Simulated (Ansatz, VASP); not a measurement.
## Two plane-wave programs on AlN

File INCAR:

```
  PREC = Accurate
  ENCUT = 520
  EDIFF = 1E-7
  ISMEAR = -1
  SIGMA = 0.05
  LREAL = F
  LASPH = T
  NELM = 100
  ALGO = Normal
  ISIF = 2
  LWAVE = F
  LCHARG = F
  GGA = PS
  NBANDS = 16
```

The input KPOINTS:

```
regular mesh
0
Gamma
  10 10 6
```

POSCAR

```
AlN
1.0
    3.0494515564      0.0000000000      0.0000000000
   -1.5247257782      2.6409025155      0.0000000000
    0.0000000000      0.0000000000      4.8793184075
Al N
2 2
Direct
    0.6666666667      0.3333333333      0.5000000000
    0.3333333333      0.6666666667      0.0000000000
    0.6666666667      0.3333333333      0.8800000000
    0.3333333333      0.6666666667      0.3800000000
```

File input.yaml:

```yaml
crystal:
  lattice:
    - [3.0494515564, 0.0, 0.0]
    - [-1.5247257782, 2.6409025155, 0.0]
    - [0.0, 0.0, 4.8793184075]
  atoms:
    - { symbol: Al, position: [0.6666666667, 0.3333333333, 0.5] }
    - { symbol: Al, position: [0.3333333333, 0.6666666667, 0.0] }
    - { symbol: "N", position: [0.6666666667, 0.3333333333, 0.88] }
    - { symbol: "N", position: [0.3333333333, 0.6666666667, 0.38] }
hamiltonian:
  xc: pbesol
  pseudopotentials: { kind: paw }
kpoints:
  mp_grid: { grid: [10, 10, 6] }
scf:
  occupations: { method: fermi_dirac, width: 0.05 }
output:
  forces: true
  stress: true
  eigenvalues: true
```

Change from the starting cell: volume scaled by 0.94.

Alike in both runs: task single point; functional PBEsol; k mesh 10 × 10 × 6; occupations fermi-dirac, width 0.05 eV; no spin polarisation.

```csv
,VASP,Ansatz
version,VASP 6.6.1,Ansatz 0.2.0
potentials or method,"VASP PAW PBE potentials, release 64 (Al, N)",Ansatz PAW
plane-wave cutoff (eV),520,420
valence electrons in the cell,16,16
```

VASP gave:

| Property | Result |
| --- | --- |
| gap on the k mesh at the Fermi level (eV) | 4.70 |
| least direct gap on the mesh (eV) | 4.70 |
| pressure (GPa) | 14.4 |
| largest component of the traceless stress (GPa) | 0.72 |
| rms of the force components (eV/Å) | 0.105 |

**Question.** Estimate Ansatz's values.

**Answer.** gap on the k mesh at the Fermi level (eV): 4.68; least direct gap on the mesh (eV): 4.68; pressure (GPa): 14.3; largest component of the traceless stress (GPa): 0.70; rms of the force components (eV/Å): 0.104.

Atom by atom the forces differ by 0.001 eV/Å (rms over components).

Caveats: the PAW data sets were made with another functional, which shifts forces and pressure a little (VASP); the pressure holds a Pulay correction of +0.5 GPa for the finite cutoff (Ansatz); the PAW data sets come from PBE, with cores solved anew for the run's functional, which leaves a small shift of forces and pressure (Ansatz). A k mesh can miss the band edges.
